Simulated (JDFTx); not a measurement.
Wanted: the native input for a JDFTx 1.7.0 (patched build) run.

```
Task                                    : band structure
Functional                              : PBEsol
Potentials or basis                     : PseudoDojo-SR-PBEsol-0.4.1-standard
Cutoff                                  : 1143 eV
Density cutoff                          : 9143 eV
k mesh                                  : 9 × 9 × 9
Occupations                             : fermi-dirac, width 0.05 eV
Spin                                    : no spin polarisation
Band ratio of the Davidson solver       : 1.3
Bands                                   : 18
Density cutoff over wavefunction cutoff : 8
Max SCF steps                           : 30
SCF threshold on the energy             : 1e-06 Ha
Solver of the electrons                 : minimize
Further solve for the empty bands       : no
Start                                   : density of an earlier self-consistent run, held fixed
Path                                    : G-X-W-K-G-L-U-W-L-K-U-X
```

The system is ZrO2.

```
Zr O
1.0
     0.00000    2.54507    2.54507
     2.54507    0.00000    2.54507
     2.54507    2.54507    0.00000
Zr O
1 2
Direct
  0.00000 0.00000 0.00000
  0.75000 0.75000 0.75000
  0.25000 0.25000 0.25000
```

Measurements of this composition are mostly on another form, of space group No. 14.

These files were run (other wordings do the same):

bands.in

```
lattice Face-Centered Cubic 9.6189807624
coords-type Lattice
ion Zr     0.0000000000     0.0000000000     0.0000000000 1
ion O      0.7500000000     0.7500000000     0.7500000000 1
ion O      0.2500000000     0.2500000000     0.2500000000 1

ion-species pseudo/Zr.upf
ion-species pseudo/O.upf
elec-cutoff 42 336
elec-ex-corr gga-PBEsol
elec-smearing Fermi 0.0018374661
elec-n-bands 18
electronic-minimize nIterations 30 energyDiffThreshold 1e-06
davidson-band-ratio 1.3
forces-output-coords Cartesian
include path.kpoints
symmetries none
fix-electron-density run.$VAR

dump-name bands.$VAR
dump End Ecomponents EigStats BandEigs Kpoints Forces
```

path.kpoints

```
kpoint +0.0000000000 +0.0000000000 +0.0000000000 0.020000000000
kpoint +0.0714285714 +0.0000000000 +0.0714285714 0.020000000000
kpoint +0.1428571429 +0.0000000000 +0.1428571429 0.020000000000
kpoint +0.2142857143 +0.0000000000 +0.2142857143 0.020000000000
kpoint +0.2857142857 +0.0000000000 +0.2857142857 0.020000000000
kpoint +0.3571428571 +0.0000000000 +0.3571428571 0.020000000000
kpoint +0.4285714286 +0.0000000000 +0.4285714286 0.020000000000
kpoint +0.5000000000 +0.0000000000 +0.5000000000 0.020000000000
kpoint +0.5000000000 +0.0833333333 +0.5833333333 0.020000000000
kpoint +0.5000000000 +0.1666666667 +0.6666666667 0.020000000000
kpoint +0.5000000000 +0.2500000000 +0.7500000000 0.020000000000
kpoint +0.4375000000 +0.3125000000 +0.7500000000 0.020000000000
kpoint +0.3750000000 +0.3750000000 +0.7500000000 0.020000000000
kpoint +0.3281250000 +0.3281250000 +0.6562500000 0.020000000000
kpoint +0.2812500000 +0.2812500000 +0.5625000000 0.020000000000
kpoint +0.2343750000 +0.2343750000 +0.4687500000 0.020000000000
kpoint +0.1875000000 +0.1875000000 +0.3750000000 0.020000000000
kpoint +0.1406250000 +0.1406250000 +0.2812500000 0.020000000000
kpoint +0.0937500000 +0.0937500000 +0.1875000000 0.020000000000
kpoint +0.0468750000 +0.0468750000 +0.0937500000 0.020000000000
kpoint +0.0000000000 +0.0000000000 +0.0000000000 0.020000000000
kpoint +0.0833333333 +0.0833333333 +0.0833333333 0.020000000000
kpoint +0.1666666667 +0.1666666667 +0.1666666667 0.020000000000
kpoint +0.2500000000 +0.2500000000 +0.2500000000 0.020000000000
kpoint +0.3333333333 +0.3333333333 +0.3333333333 0.020000000000
kpoint +0.4166666667 +0.4166666667 +0.4166666667 0.020000000000
kpoint +0.5000000000 +0.5000000000 +0.5000000000 0.020000000000
kpoint +0.5250000000 +0.4500000000 +0.5250000000 0.020000000000
kpoint +0.5500000000 +0.4000000000 +0.5500000000 0.020000000000
kpoint +0.5750000000 +0.3500000000 +0.5750000000 0.020000000000
kpoint +0.6000000000 +0.3000000000 +0.6000000000 0.020000000000
kpoint +0.6250000000 +0.2500000000 +0.6250000000 0.020000000000
kpoint +0.5625000000 +0.2500000000 +0.6875000000 0.020000000000
kpoint +0.5000000000 +0.2500000000 +0.7500000000 0.020000000000
kpoint +0.5000000000 +0.2916666667 +0.7083333333 0.020000000000
kpoint +0.5000000000 +0.3333333333 +0.6666666667 0.020000000000
kpoint +0.5000000000 +0.3750000000 +0.6250000000 0.020000000000
kpoint +0.5000000000 +0.4166666667 +0.5833333333 0.020000000000
kpoint +0.5000000000 +0.4583333333 +0.5416666667 0.020000000000
kpoint +0.5000000000 +0.5000000000 +0.5000000000 0.020000000000
kpoint +0.4791666667 +0.4791666667 +0.5416666667 0.020000000000
kpoint +0.4583333333 +0.4583333333 +0.5833333333 0.020000000000
kpoint +0.4375000000 +0.4375000000 +0.6250000000 0.020000000000
kpoint +0.4166666667 +0.4166666667 +0.6666666667 0.020000000000
kpoint +0.3958333333 +0.3958333333 +0.7083333333 0.020000000000
kpoint +0.3750000000 +0.3750000000 +0.7500000000 0.020000000000
kpoint +0.6250000000 +0.2500000000 +0.6250000000 0.020000000000
kpoint +0.5833333333 +0.1666666667 +0.5833333333 0.020000000000
kpoint +0.5416666667 +0.0833333333 +0.5416666667 0.020000000000
kpoint +0.5000000000 +0.0000000000 +0.5000000000 0.020000000000
```

Potentials or basis: PseudoDojo-SR-PBEsol-0.4.1-standard.

The run is started by

```console
$ jdftx -c 1 -i bands.in -o bands.out
```

Results of the run:

```
Band gap along the path : 3.29 eV, indirect (least direct gap 3.71 eV)
```

Wall time 28 s on 1 thread of Arm Neoverse V1, with other jobs on the host, peak memory 0.1 GiB.
